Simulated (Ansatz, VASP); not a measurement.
# Pd: VASP beside Ansatz

```xyz
8
Lattice="5.0525 0.0000 0.0000 0.0000 5.0525 0.0000 0.0000 0.0000 5.0525" Properties=species:S:1:pos:R:3 pbc="T T T"
Pd    5.0525    0.0000    0.0000
Pd    2.5262    2.5262    2.5262
Pd    1.2631    0.0000    2.5262
Pd    3.7894    0.0000    2.5262
Pd    2.5262    1.2631    5.0525
Pd    2.5262    3.7894    5.0525
Pd    5.0525    2.5262    1.2631
Pd    0.0000    2.5262    3.7894
```

Alike in both runs: functional revPBE; k mesh 5 × 5 × 5; occupations fermi-dirac, width 0.1 eV; no spin polarisation.

Ansatz relaxed the structure, and its values are those at the end. VASP's run is a single point on that final structure, the one shown.

|  | VASP | Ansatz |
| --- | --- | --- |
| version | VASP 6.6.1 | Ansatz 0.2.0 |
| potentials or method | VASP PAW PBE potentials, release 64 (Pd) | plane waves (420 eV) with PAW, scalar-relativistic |
| plane-wave cutoff (eV) | 520 | 420 |
| valence electrons in the cell | 80 | 144 |

|  | VASP | Ansatz | Ansatz less VASP |
| --- | --- | --- | --- |
| pressure (GPa) | -0.3 | 0.0 | +0.30 |

With one functional, cell and mesh, what is left measures potentials, basis and numerics. The two sets of potentials don't hold the same shells in valence.

Caveats: the PAW data sets were made with another functional, which shifts forces and pressure a little (VASP).
